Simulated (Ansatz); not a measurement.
Au:

```xyz
1
Lattice="2.7484 0.0000 0.0000 0.0000 2.7484 0.0000 0.0000 0.0000 2.7484" Properties=species:S:1:pos:R:3 pbc="T T T"
Au    1.3742    1.3742    1.3742
```

The cell was built by a generator and needn't be a form met in nature.

| Property | Result |
| --- | --- |
| Program | Ansatz 0.2.0 |
| Task | relaxation of cell and atoms |
| Functional | B3LYP |
| Potentials or basis | Ansatz PAW |
| Cutoff | 420 eV (not typed: the program's choice for these potentials) |
| k mesh | 5 × 5 × 5 |
| Occupations | fermi-dirac, width 0.05 eV |
| Spin | no spin polarisation |

At the start: volume 20.76 Å³/atom.

Q: Where does the relaxation end?

A: It ends after 5 steps and the volume is 21.93 Å³/atom (+5.6 %); space group Pm-3m (No. 221, to 0.05 Å).

Step by step:
| step | energy change (eV) | largest force (eV/Å) | volume (Å³) |
| --- | --- | --- | --- |
| 1 | 0.0000 | 0.0000 | 20.76 |
| 2 | -0.0048 | 0.0000 | 22.99 |
| 3 | -0.0174 | 0.0000 | 22.06 |
| 4 | -0.0177 | 0.0000 | 21.93 |
| 5 | -0.0185 | 0.0000 | 21.93 |

Final structure:
```cif
data_structure
_symmetry_space_group_name_H-M 'P 1'
_symmetry_Int_Tables_number 1
_cell_length_a 2.7989
_cell_length_b 2.7989
_cell_length_c 2.7989
_cell_angle_alpha 90.000
_cell_angle_beta 90.000
_cell_angle_gamma 90.000
_cell_volume 21.93
loop_
_atom_site_label
_atom_site_type_symbol
_atom_site_fract_x
_atom_site_fract_y
_atom_site_fract_z
_atom_site_occupancy
Au1 Au 0.50000 0.50000 0.50000 1
```

Caveat: the k mesh is coarse (spacing up to 0.46 Å⁻¹), so the values aren't converged, least of all with exact exchange; the plane-wave basis is chosen anew once the cell has moved, so the energies of steps on either side of that aren't comparable; the PAW data sets come from PBE, with cores solved anew for the run's functional, which leaves a small shift of forces and pressure.
